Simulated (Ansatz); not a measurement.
# Li on Pd(100): change of the work function, part 3 of 5

Wanted: Δφ(θ) for Li/Pd(100), starting from the bridge site.

Ansatz 0.2.0; plane-wave DFT, PBE, Ansatz PAW (the session's first sound run).

So far, work function, upper face (eV): step 2 (the clean slab) 5.10; step 3 (17 atoms, coverage 0.25 ML, cell 2x2) 2.62.

## (4) The covered slab, k-mesh 6×6×1, coverage 0.5 ML

System of this step: Li/Pd(100). The cell holds 18 atoms: 16 Pd and 2 Li. Cell: a = 5.501 Å, b = 5.501 Å, c = 26.375 Å, α = 90.0°, β = 90.0°, γ = 90.0°. Vacuum lies along c.

Another coverage, to see how the dipoles act on each other as their distance changes.

input.yaml

```yaml
crystal:
  lattice:
    - [5.5012907576, 0.0, 0.0]
    - [0.0, 5.5012907576, 0.0]
    - [0.0, 0.0, 26.3752234186]
  atoms:
    - { symbol: Pd, position: [0.25, 0.25, 0.341229337] }
    - { symbol: Pd, position: [0.0, 0.0, 0.4149727881] }
    - { symbol: Pd, position: [0.25, 0.25, 0.4909895709] }
    - { symbol: Pd, position: [0.0, 0.0, 0.5661470134] }
    - { symbol: Pd, position: [0.25, 0.75, 0.341229337] }
    - { symbol: Pd, position: [0.0, 0.5, 0.4149727881] }
    - { symbol: Pd, position: [0.25, 0.75, 0.4909895709] }
    - { symbol: Pd, position: [0.0, 0.5, 0.5661470134] }
    - { symbol: Pd, position: [0.75, 0.25, 0.341229337] }
    - { symbol: Pd, position: [0.5, 0.0, 0.4149727881] }
    - { symbol: Pd, position: [0.75, 0.25, 0.4909895709] }
    - { symbol: Pd, position: [0.5, 0.0, 0.5661470134] }
    - { symbol: Pd, position: [0.75, 0.75, 0.341229337] }
    - { symbol: Pd, position: [0.5, 0.5, 0.4149727881] }
    - { symbol: Pd, position: [0.75, 0.75, 0.4909895709] }
    - { symbol: Pd, position: [0.5, 0.5, 0.5661470134] }
    - { symbol: Li, position: [0.25, 0.0, 0.658770663] }
    - { symbol: Li, position: [0.75, 0.5, 0.658770663] }
kpoints:
  mp_grid: { grid: [6, 6, 1] }
hamiltonian:
  xc: pbe
scf:
  occupations: { method: fermi_dirac, width: 0.1 }
  convergence: { dr2_threshold: 1.0e-08 }
efield:
  axis: 3
  dipole_correction: true
  ramp_position: 0.97
  ramp_width: 0.06
relax:
  f_tol: 0.02
  max_steps: 60
  constraints: [{ sites: [0, 1, 4, 5, 8, 9, 12, 13] }]
output:
  bader: true
  dos: { projected: true, e_range: [-8, 4] }
  write_potential: true
  write_density: true
  volumetric_format: npy
```

Started as:

```sh
$ ansatz run input.yaml --threads 4 --pin off --max-ram 12288MiB --backend cpu --events-out ev --progress --plain --runs-dir out
```

Numbers of over 12 decimals in the logs are rounded to 6 here.

What it wrote:

```text
[...]
Crystal: 18 atoms, lattice volume = 798.225 Å³
Basis set: ecut = 420 eV, 15541 PW (Γ), exchange–correlation on 80×80×360 points (8 copies of the dense FFT grid, shifted against one another)
Bands: 177, of which v1, the nominal top of the filled ones, is band 147 counted from 1 (146 counted from 0)
Symmetry: 8 space group operations
[...]
k-points: 16 of 36
[...]
SCF iter   1: F=—  HF=-111971.506719 eV  |F-HF|=—  |Δ(HF+E_count)|=         —  Δρ=1.14e-2  dr2=1.60e1  ethr=1.77e-3  p=0.565 e·Å  D=1.28e-1 V/Å  ΔV_dip=-3.38 eV  dr2_dipole=2.77e0  V_vac-E_F(+/−)=1.41/4.79 eV  ⟨swp⟩=6.6  Hψ=11461  notcnv=0  defer=111
[...]
SCF iter  13: F=-111970.972126 eV  HF=-111970.972126 eV  |F-HF|=5.98e-9  |Δ(HF+E_count)|=   1.53e-8  Δρ=6.80e-7  dr2=8.08e-9  ethr=3.40e-12  p=0.423 e·Å  D=9.59e-2 V/Å  ΔV_dip=-2.53 eV  dr2_dipole=6.60e-11  V_vac-E_F(+/−)=2.57/5.10 eV  ⟨swp⟩=17.6  Hψ=21092  notcnv=0
SCF 1 converged in 13 iterations: F = -111970.972126 eV  dr2 = 8.08e-9
[...]
relax step   1: F+E_penalty+E_count = -111970.97212564 eV  Δ(F+E_penalty+E_count) = +0.000e0 eV  max|allowed force component| = 8.780e-1 eV/Å  Δτ_max = 0.0000 Å  (13 SCF iters, accepted)
[...]
SCF iter  12: F=-111971.353102 eV  HF=-111971.353102 eV  |F-HF|=1.14e-9  |Δ(HF+E_count)|=   1.41e-8  Δρ=6.39e-7  dr2=8.90e-9  ethr=1.00e-12  p=0.460 e·Å  D=1.04e-1 V/Å  ΔV_dip=-2.75 eV  dr2_dipole=3.52e-11  V_vac-E_F(+/−)=2.35/5.10 eV  ⟨swp⟩=11.5  Hψ=18890  notcnv=0
SCF 2 converged in 12 iterations: F = -111971.353102 eV  dr2 = 8.90e-9
relax step   2: F+E_penalty+E_count = -111971.35310175 eV  Δ(F+E_penalty+E_count) = -3.810e-1 eV  max|allowed force component| = 5.766e-1 eV/Å  Δτ_max = 0.1949 Å  (12 SCF iters, accepted)
[...]
SCF iter  12: F=-111971.489579 eV  HF=-111971.489579 eV  |F-HF|=6.26e-9  |Δ(HF+E_count)|=   1.23e-8  Δρ=6.24e-7  dr2=7.63e-9  ethr=1.00e-12  p=0.476 e·Å  D=1.08e-1 V/Å  ΔV_dip=-2.85 eV  dr2_dipole=7.99e-12  V_vac-E_F(+/−)=2.25/5.10 eV  ⟨swp⟩=11.9  Hψ=17585  notcnv=0
SCF 3 converged in 12 iterations: F = -111971.489579 eV  dr2 = 7.63e-9
relax step   3: F+E_penalty+E_count = -111971.48957882 eV  Δ(F+E_penalty+E_count) = -1.365e-1 eV  max|allowed force component| = 1.143e-1 eV/Å  Δτ_max = 0.1949 Å  (12 SCF iters, accepted)
[...]
relax step   4: F+E_penalty+E_count = -111971.50191992 eV  Δ(F+E_penalty+E_count) = -1.234e-2 eV  max|allowed force component| = 3.115e-2 eV/Å  Δτ_max = 0.0760 Å  (11 SCF iters, accepted)
SCF iter   1: F=—  HF=-111971.504688 eV  |F-HF|=—  |Δ(HF+E_count)|=         —  Δρ=7.92e-4  dr2=5.38e-3  ethr=1.81e-5  p=0.475 e·Å  D=1.08e-1 V/Å  ΔV_dip=-2.84 eV  dr2_dipole=1.05e-4  V_vac-E_F(+/−)=2.25/5.10 eV  ⟨swp⟩=2.2  Hψ=5160  notcnv=0  defer=192
[...]
SCF iter   9: F=-111971.502921 eV  HF=-111971.502921 eV  |F-HF|=1.00e-9  |Δ(HF+E_count)|=   1.12e-7  Δρ=6.31e-7  dr2=7.75e-9  ethr=3.40e-12  p=0.476 e·Å  D=1.08e-1 V/Å  ΔV_dip=-2.84 eV  dr2_dipole=2.37e-9  V_vac-E_F(+/−)=2.25/5.10 eV  ⟨swp⟩=10.8  Hψ=19924  notcnv=0
SCF 5 converged in 9 iterations: F = -111971.502921 eV  dr2 = 7.75e-9
relax step   5: F+E_penalty+E_count = -111971.50292119 eV  Δ(F+E_penalty+E_count) = -1.001e-3 eV  max|allowed force component| = 1.847e-3 eV/Å  Δτ_max = 0.0133 Å  (9 SCF iters, accepted)
[...]
SCF converged after 9 iterations
Free energy (F): -111971.502921 eV
[...]
Internal energy: -111970.531931 eV  (E = F + TS)
E sigma→0 (E₀):  -111971.017426 eV
Entropy (-TS):   -0.970990 eV (-53.944 meV/atom)
Fermi energy:    3.512155 eV
Dipole field:    D = 0.107777 V/Å  (p = 0.475432 e·Å, saw-weighted, corrected)
Work function:   Φ+ = 2.2522 eV   Φ− = 5.0948 eV
[...]
--- Forces (eV/Å), atoms counted from 1 ---
  atom   1  Pd    -0.00000000     0.00681170    -0.18217921
  atom   2  Pd    -0.01947168    -0.00000000     0.17978323
  atom   3  Pd     0.00000000    -0.00079399    -0.00006933
  atom   4  Pd    -0.00135716     0.00000000     0.00184730
  atom   5  Pd    -0.00000000    -0.00681170    -0.18217921
  atom   6  Pd     0.01947168     0.00000000     0.17978323
  atom   7  Pd    -0.00000000     0.00079399    -0.00006933
  atom   8  Pd     0.00135716     0.00000000     0.00184730
  atom   9  Pd    -0.00000000    -0.00681170    -0.18217921
  atom  10  Pd     0.01947168     0.00000000     0.17978323
  atom  11  Pd    -0.00000000     0.00079399    -0.00006933
  atom  12  Pd     0.00135716     0.00000000     0.00184730
  atom  13  Pd    -0.00000000     0.00681170    -0.18217921
  atom  14  Pd    -0.01947168    -0.00000000     0.17978323
  atom  15  Pd     0.00000000    -0.00079399    -0.00006933
  atom  16  Pd    -0.00135716     0.00000000     0.00184730
  atom  17  Li     0.00000000     0.00000000     0.00120683
  atom  18  Li     0.00000000     0.00000000     0.00120683
  max |Σ_I F_I| component: 5.84e-5 eV/Å
--- Band table (eV; the first three rows and the last of 16) ---
  k-point 0: bands = [... 143 lower, 3.4968, 3.5739, 3.5875, 3.8735, 3.8958, 4.1280, 4.1571, 4.6650, ... 26 higher]
  k-point 1: bands = [... 143 lower, 3.4229, 3.6168, 3.6548, 3.6654, 3.8331, 3.8467, 3.9031, 3.9331, ... 26 higher]
  k-point 2: bands = [... 143 lower, 3.3602, 3.3705, 3.3999, 3.4458, 3.4693, 3.5769, 3.6204, 3.6426, ... 26 higher]
  k-point 15: bands = [... 143 lower, 2.8340, 2.8787, 2.8787, 3.4511, 3.4511, 3.4773, 3.4773, 3.8988, ... 26 higher]
--- Relaxed structure (5 steps of the walk, 5 accepted, 0 SCFs on fresh bases) ---
  F+E_penalty+E_count = -111971.50292119 eV   max|allowed force component| = 1.847e-3 eV/Å
  atoms:
    - { symbol: Pd, position: [0.25, 0.25, 0.341229337] }
    - { symbol: Pd, position: [0.0, 0.0, 0.4149727881] }
    - { symbol: Pd, position: [0.25, 0.248352, 0.491366] }
    - { symbol: Pd, position: [-0.00597408, 0, 0.567406] }
    - { symbol: Pd, position: [0.25, 0.75, 0.341229337] }
    - { symbol: Pd, position: [0.0, 0.5, 0.4149727881] }
    - { symbol: Pd, position: [0.25, 0.751648, 0.491366] }
    - { symbol: Pd, position: [0.00597408, 0.5, 0.567406] }
    - { symbol: Pd, position: [0.75, 0.25, 0.341229337] }
    - { symbol: Pd, position: [0.5, 0.0, 0.4149727881] }
    - { symbol: Pd, position: [0.75, 0.251648, 0.491366] }
    - { symbol: Pd, position: [0.505974, 0, 0.567406] }
    - { symbol: Pd, position: [0.75, 0.75, 0.341229337] }
    - { symbol: Pd, position: [0.5, 0.5, 0.4149727881] }
    - { symbol: Pd, position: [0.75, 0.748352, 0.491366] }
    - { symbol: Pd, position: [0.494026, 0.5, 0.567406] }
    - { symbol: Li, position: [0.25, 0, 0.641584] }
    - { symbol: Li, position: [0.75, 0.5, 0.641584] }
--- Bader charges: 18 sites ---
  site symbol  charge [e]  shift [e]
     0     Pd     -0.0261     0.0000
     1     Pd      0.0274     0.0000
     2     Pd      0.0057     0.0000
     3     Pd     -0.4209     0.0003
     4     Pd     -0.0261     0.0000
     5     Pd      0.0274     0.0000
     6     Pd      0.0057     0.0000
     7     Pd     -0.4209     0.0003
     8     Pd     -0.0261     0.0000
     9     Pd      0.0274     0.0000
    10     Pd      0.0057     0.0000
    11     Pd     -0.4209     0.0003
    12     Pd     -0.0261     0.0000
    13     Pd      0.0274     0.0000
    14     Pd      0.0057     0.0000
    15     Pd     -0.4209     0.0003
    16     Li      0.8277     0.0007
    17     Li      0.8277     0.0007
  estimated error of the sums over rays = 3.9e-4 e
```

Elapsed: 7.4 min, on 4 threads of Arm Neoverse V1, shared host; peak memory 4.1 GiB.

Step by step:

```csv
step,energy less that of the first step (eV),largest force component (eV/Å)
1,0.0000,0.8780
2,-0.3810,0.5766
3,-0.5175,0.1143
4,-0.5298,0.0311
5,-0.5308,0.0018
```

Forces are held to the 8 operations that the run works with; a distortion that breaks them can't arise in this run.

The atoms that moved most (Å):

```csv
atom,dx,dy,dz,length
Li18,0.000,0.000,-0.453,0.453
Li17,0.000,0.000,-0.453,0.453
Pd4,-0.033,0.000,0.033,0.047
Pd8,0.033,0.000,0.033,0.047
Pd16,-0.033,0.000,0.033,0.047
Pd12,0.033,0.000,0.033,0.047
Pd3,0.000,-0.009,0.010,0.013
Pd15,0.000,-0.009,0.010,0.013
```

Final coordinates:

```cif
data_structure
_symmetry_space_group_name_H-M 'P 1'
_symmetry_Int_Tables_number 1
_cell_length_a 5.5013
_cell_length_b 5.5013
_cell_length_c 26.3752
_cell_angle_alpha 90.000
_cell_angle_beta 90.000
_cell_angle_gamma 90.000
_cell_volume 798.23
loop_
_atom_site_label
_atom_site_type_symbol
_atom_site_fract_x
_atom_site_fract_y
_atom_site_fract_z
_atom_site_occupancy
Pd1 Pd 0.25000 0.25000 0.34123 1
Pd2 Pd 0.00000 0.00000 0.41497 1
Pd3 Pd 0.25000 0.24835 0.49137 1
Pd4 Pd 0.99403 0.00000 0.56741 1
Pd5 Pd 0.25000 0.75000 0.34123 1
Pd6 Pd 0.00000 0.50000 0.41497 1
Pd7 Pd 0.25000 0.75165 0.49137 1
Pd8 Pd 0.00597 0.50000 0.56741 1
Pd9 Pd 0.75000 0.25000 0.34123 1
Pd10 Pd 0.50000 0.00000 0.41497 1
Pd11 Pd 0.75000 0.25165 0.49137 1
Pd12 Pd 0.50597 0.00000 0.56741 1
Pd13 Pd 0.75000 0.75000 0.34123 1
Pd14 Pd 0.50000 0.50000 0.41497 1
Pd15 Pd 0.75000 0.74835 0.49137 1
Pd16 Pd 0.49403 0.50000 0.56741 1
Li17 Li 0.25000 0.00000 0.64158 1
Li18 Li 0.75000 0.50000 0.64158 1
```

This step gave:

- energy at zero smearing: -111971.0174 eV
- work function, upper face: 2.252 eV
- work function, lower face: 5.095 eV
- dipole along the normal: 0.4754 e·Å
- step between the vacuum levels: -2.843 eV

The density of states has structure finer than the step of the table below, so its rows give means over 0.25 eV, whole bins alone (the curve runs from -8 to 1.98 eV). Peaks (eV: height): -3.490: 48.6, -2.560: 63.9, -2.380: 50.2, -2.260: 59.4, -2.200: 57.0, -1.530: 50.7, -0.030: 62.2.

Density of states against energy, zero at the Fermi level; means over each step:

```csv
energy (eV),density of states (states/eV a cell)
-6.75,0
-6.50,0.0327
-6.25,1.06
-6.00,1.14
-5.75,1.32
-5.50,1.41
-5.25,1.73
-5.00,3.91
-4.75,15.3
-4.50,26.3
-4.25,32.1
-4.00,31.2
-3.75,28.1
-3.50,30.1
-3.25,26.3
-3.00,26.0
-2.75,27.8
-2.50,40.1
-2.25,48.8
-2.00,25.6
-1.75,35.7
-1.50,39.1
-1.25,35.8
-1.00,39.4
-0.75,35.8
-0.50,40.0
-0.25,34.3
0.00,32.8
0.25,11.4
0.50,6.28
0.75,5.94
1.00,7.19
1.25,5.20
1.50,6.29
1.75,5.31
```

Projected DOS per atom over height of the atomic layer and energy from the Fermi level. Layers: Pd4 Pd4 Pd4 Pd4 Li2 from below.

Values in states/eV, 22 rows by 5 columns, each cell a mean:
```
0.03 0.03 0.04 0.04 0.19
0.05 0.06 0.06 0.05 0.27
0.10 0.10 0.12 0.09 0.32
0.38 0.24 0.28 0.33 0.33
1.85 2.19 1.98 1.24 0.25
2.67 2.25 1.94 2.20 0.22
2.76 1.65 2.11 2.53 0.28
2.56 1.61 1.87 2.53 0.29
2.18 1.01 1.33 2.39 0.17
2.77 2.70 2.41 3.11 0.30
1.52 1.76 1.77 1.92 0.11
1.49 1.53 1.57 1.79 0.03
1.65 1.87 1.86 1.80 0.06
1.18 2.57 2.42 1.18 0.16
0.56 2.04 1.88 0.54 0.16
0.05 0.15 0.13 0.05 0.08
0.01 0.02 0.02 0.02 0.03
0.01 0.00 0.00 0.01 0.03
0.00 0.00 0.00 0.00 0.01
0.00 0.00 0.00 0.00 0.00
0.00 0.00 0.00 0.00 0.00
0.00 0.00 0.00 0.00 0.00
```
Columns: height of the atomic layer (Å) from 9 to 16.9; rows upwards: energy from the Fermi level (eV) from -7.96 to 1.95.

The relaxation took 5 steps and lowered the energy by 0.53 eV; the largest force on the free atoms ends at 0.0018 eV/Å.

The covered face has 2.25 eV, -2.85 eV against the clean one; the bare back face has moved by -0.01 eV, a measure of how thin the slab is.

## (5) Adsorbate added, k-mesh 11×11×1, coverage 1 ML

System of this step: Li/Pd(100). The cell holds 5 atoms: 4 Pd and 1 Li. Cell: a = 2.751 Å, b = 2.751 Å, c = 26.375 Å, α = 90.0°, β = 90.0°, γ = 90.0°. Vacuum lies along c.

Another coverage, to see how the dipoles act on each other as their distance changes.

input.yaml, the sections that differ from step 4:

```yaml
crystal:
  lattice:
    - [2.7506453788, 0.0, 0.0]
    - [0.0, 2.7506453788, 0.0]
    - [0.0, 0.0, 26.3752234186]
  atoms:
    - { symbol: Pd, position: [0.5, 0.5, 0.341229337] }
    - { symbol: Pd, position: [0.0, 0.0, 0.4149727881] }
    - { symbol: Pd, position: [0.5, 0.5, 0.4909895709] }
    - { symbol: Pd, position: [0.0, 0.0, 0.5661470134] }
    - { symbol: Li, position: [0.5, 0.0, 0.658770663] }
kpoints:
  mp_grid: { grid: [11, 11, 1] }
relax:
  f_tol: 0.02
  max_steps: 60
  constraints: [{ sites: [0, 1] }]
output:
  bader: true
  write_potential: true
  write_density: true
  volumetric_format: npy
# hamiltonian, scf, efield: as in step 4
```

What it wrote:

```text
[...]
Crystal: 5 atoms, lattice volume = 199.556 Å³
Basis set: ecut = 420 eV, 3973 PW (Γ), exchange–correlation on 40×40×360 points (8 copies of the dense FFT grid, shifted against one another)
Bands: 45, of which v1, the nominal top of the filled ones, is band 38 counted from 1 (37 counted from 0)
Symmetry: 4 space group operations
[...]
- { symbol: Pd, position: [0.5, 0.5, 0.491650] }
    - { symbol: Pd, position: [0.0, 0.0, 0.568584] }
    - { symbol: Li, position: [0.5, 0.0, 0.645073] }
--- Bader charges: 5 sites ---
  site symbol  charge [e]  shift [e]
     0     Pd     -0.0260     0.0000
     1     Pd      0.0265     0.0000
     2     Pd     -0.0058     0.0000
     3     Pd     -0.7670     0.0007
     4     Li      0.7723     0.0007
  estimated error of the sums over rays = 3.2e-4 e
[key lines of the parts left out:]
SCF converged after 9 iterations
Free energy (F): -28095.426814 eV
Fermi energy:    3.416405 eV
Dipole field:    D = 0.066698 V/Å  (p = 0.073556 e·Å, saw-weighted, corrected)
Work function:   Φ+ = 3.3329 eV   Φ− = 5.0920 eV
```

Wall time 41 s (4 threads); peak memory 0.75 GiB.

Step by step:

```csv
step,energy less that of the first step (eV),largest force component (eV/Å)
1,0.0000,0.7990
2,-0.1618,0.2767
3,-0.1804,0.0837
4,-0.1816,0.0060
```

Forces are held to the 4 operations that the run works with; a distortion that breaks them can't arise in this run.

The atoms that moved most (Å):

```csv
atom,dx,dy,dz,length
Li5,0.000,0.000,-0.361,0.361
Pd4,0.000,0.000,0.064,0.064
Pd3,0.000,0.000,0.017,0.017
```

The relaxation took 4 steps and lowered the energy by 0.18 eV; the largest force on the free atoms ends at 0.0060 eV/Å.

The covered face has 3.33 eV, -1.77 eV against the clean one; the bare back face has moved by -0.01 eV, a measure of how thin the slab is.

## (6) Work function against coverage

This step: plane-wave DFT, PBE, Ansatz PAW; work function against coverage (Ansatz 0.2.0).

The runs are now put side by side.

This step gave:

- work function of the clean face: 5.104 eV
- largest change of the work function: -2.852 eV

Table of work function of the covered face by coverage:

```csv
coverage (adsorbates/nm²),work function of the covered face (eV)
0.00,5.10
3.30,2.62
6.61,2.25
13.22,3.33
```

The dipole per adsorbate comes from the change of the cell's dipole. Coverage, by row:

```csv
coverage (1/nm²),coverage (ML),work function (eV),change (eV),"dipole per adsorbate, positive end outwards (debye)",mean height of the added atoms over the highest substrate atom (Å)
3.304,0.25,2.62,-2.484,1.995,1.88
6.608,0.5,2.252,-2.852,1.143,1.956
13.22,1,3.333,-1.771,0.354,2.017
```

## (7) The slab at 0.25 ML, atoms frozen

This step: plane-wave DFT, PBE, Ansatz PAW (Ansatz 0.2.0).

System of this step: Li/Pd(100). The cell holds 17 atoms: 16 Pd and 1 Li. Cell: a = 5.501 Å, b = 5.501 Å, c = 26.375 Å, α = 90.0°, β = 90.0°, γ = 90.0°. Vacuum lies along c.

To see where the charge goes, the covered slab, the bare substrate and the adsorbate layer are each run at the same frozen positions and on the same grid.

input.yaml

```yaml
crystal:
  lattice:
    - [5.5012907576, 0.0, 0.0]
    - [0.0, 5.5012907576, 0.0]
    - [0.0, 0.0, 26.3752234186]
  atoms:
    - { symbol: Pd, position: [0.25, 0.25, 0.341229337] }
    - { symbol: Pd, position: [0.0, 0.0, 0.4149727881] }
    - { symbol: Pd, position: [0.25, 0.2520514567, 0.4914350574] }
    - { symbol: Pd, position: [-0.0039273452, 0.0, 0.5648348827] }
    - { symbol: Pd, position: [0.25, 0.75, 0.341229337] }
    - { symbol: Pd, position: [0.0, 0.5, 0.4149727881] }
    - { symbol: Pd, position: [0.25, 0.7479485433, 0.4914350574] }
    - { symbol: Pd, position: [0.0010805987, 0.5, 0.5687503702] }
    - { symbol: Pd, position: [0.75, 0.25, 0.341229337] }
    - { symbol: Pd, position: [0.5, 0.0, 0.4149727881] }
    - { symbol: Pd, position: [0.75, 0.253533904, 0.4910184075] }
    - { symbol: Pd, position: [0.5039273452, 0.0, 0.5648348827] }
    - { symbol: Pd, position: [0.75, 0.75, 0.341229337] }
    - { symbol: Pd, position: [0.5, 0.5, 0.4149727881] }
    - { symbol: Pd, position: [0.75, 0.746466096, 0.4910184075] }
    - { symbol: Pd, position: [0.4989194013, 0.5, 0.5687503702] }
    - { symbol: Li, position: [0.25, 0.0, 0.6400305817] }
kpoints:
  mp_grid: { grid: [6, 6, 1] }
hamiltonian:
  xc: pbe
scf:
  occupations: { method: fermi_dirac, width: 0.1 }
  convergence: { dr2_threshold: 1.0e-08 }
efield:
  axis: 3
  dipole_correction: true
  ramp_position: 0.97
  ramp_width: 0.06
output:
  write_potential: true
  write_density: true
  volumetric_format: npy
```

What it wrote:

```text
[...]
Crystal: 17 atoms, lattice volume = 798.225 Å³
Basis set: ecut = 420 eV, 15541 PW (Γ)
Bands: 175, of which v1, the nominal top of the filled ones, is band 146 counted from 1 (145 counted from 0)
Symmetry: 4 space group operations
[...]
k-points: 16 of 36
[...]
SCF iter   1: F=—  HF=-111766.159170 eV  |F-HF|=—  |Δ(HF+E_count)|=         —  Δρ=7.79e-3  dr2=3.23e0  ethr=1.77e-3  p=0.401 e·Å  D=9.09e-2 V/Å  ΔV_dip=-2.40 eV  dr2_dipole=5.63e-3  V_vac-E_F(+/−)=2.40/4.80 eV  ⟨swp⟩=7.1  Hψ=11653  notcnv=0  defer=121
[...]
SCF iter  13: F=-111766.029579 eV  HF=-111766.029579 eV  |F-HF|=3.25e-9  |Δ(HF+E_count)|=   2.04e-9  Δρ=5.57e-7  dr2=7.25e-9  ethr=3.44e-12  p=0.415 e·Å  D=9.40e-2 V/Å  ΔV_dip=-2.48 eV  dr2_dipole=1.77e-10  V_vac-E_F(+/−)=2.62/5.10 eV  ⟨swp⟩=18.2  Hψ=9876  notcnv=0
SCF 1 converged in 13 iterations: F = -111766.029579 eV  dr2 = 7.25e-9
[...]
SCF converged after 13 iterations
Free energy (F): -111766.029579 eV
[...]
Internal energy: -111765.021721 eV  (E = F + TS)
E sigma→0 (E₀):  -111765.525650 eV
Entropy (-TS):   -1.007859 eV (-59.286 meV/atom)
Fermi energy:    3.252459 eV
Dipole field:    D = 0.094031 V/Å  (p = 0.414795 e·Å, saw-weighted, corrected)
Work function:   Φ+ = 2.6207 eV   Φ− = 5.1007 eV
[...]
--- Band table (eV; the first three rows and the last of 16) ---
  k-point 0: bands = [... 142 lower, 3.3350, 3.3362, 3.6008, 3.6278, 3.6923, 3.8926, 3.8966, 4.8639, ... 25 higher]
  k-point 1: bands = [... 142 lower, 3.1729, 3.3739, 3.3857, 3.4037, 3.6662, 3.6724, 3.6728, 4.0265, ... 25 higher]
  k-point 2: bands = [... 142 lower, 3.1331, 3.1356, 3.1707, 3.2007, 3.2137, 3.3563, 3.3715, 3.3812, ... 25 higher]
  k-point 15: bands = [... 142 lower, 2.6728, 2.6857, 2.6890, 3.2089, 3.2243, 3.2275, 3.2307, 3.7687, ... 25 higher]
```

Run time: 1.9 min. Hardware: 4 threads; peak memory 4.1 GiB; 7.3 min of CPU time.

Reading the cycles: dr2 is the Hartree energy of the density residual (eV), the measure of convergence; HF is the Harris–Foulkes estimate of the energy, which meets the free energy F at convergence.

Numbers from this step:

* energy at zero smearing: -111765.5257 eV
* work function, upper face: 2.621 eV
* work function, lower face: 5.101 eV
* dipole along the normal: 0.4148 e·Å
* step between the vacuum levels: -2.480 eV

The work function of the upper face is 2.62 eV.

(Part 3 of 5 ends here.)

[Logs are printed without paths, hosts, clocks, repeated set-up lines and the standing remarks that a program may print on its own settings, such as how far it seeks lower states.]

[Hosts, paths, dates, database ids (printed as entryN), source tags and the programs' standing remarks are cut or masked in the printed files.]

[Maps of the electrostatic potential energy from Ansatz leave out the sawtooth potential of an applied field or a dipole correction, so their vacuum need not be flat; planar profiles and work functions include it.]

[The density of states shown here was stored with 400 of the rows of the run's finer table, so its peaks can read low, often by over a quarter, or be missed, and its means over a window can be off by a tenth or more.]
